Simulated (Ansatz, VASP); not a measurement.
# P: VASP beside Ansatz

```xyz
2
Lattice="1.6916 0.9767 2.7624 -1.6916 0.9767 2.7624 0.0000 -1.9533 2.7624" Properties=species:S:1:pos:R:3 pbc="T T T"
P     0.0000    0.0000    2.0718
P     0.0000    0.0000    6.2154
```

Alike in both runs: functional PBEsol; dispersion D3(BJ); k mesh 16 × 16 × 16; occupations gaussian, width 0.1 eV; no spin polarisation.

Ansatz relaxed the structure, and its values are those at the end. VASP's run is a single point on that final structure, the one shown.

|  | VASP | Ansatz |
| --- | --- | --- |
| version | VASP 6.6.1 | Ansatz 0.2.0 |
| potentials or method | VASP PAW PBE potentials, release 64 (P), cutoff 520 eV | scalar-relativistic, all-electron LAPW |

|  | VASP | Ansatz | Ansatz less VASP |
| --- | --- | --- | --- |
| gap on the k mesh at the Fermi level (eV) | none | none | - |
| pressure (GPa) | 0.1 | 0.0 | -0.05 |

A gap of «none» marks a metal or a gap that the smearing closes. Ansatz ran all-electron here, so the differences hold the error of VASP's frozen core and of both bases.

Caveats: the PAW data sets were made with another functional, which shifts forces and pressure a little (VASP); pairwise dispersion overbinds metals, which lowers pressure and volume.
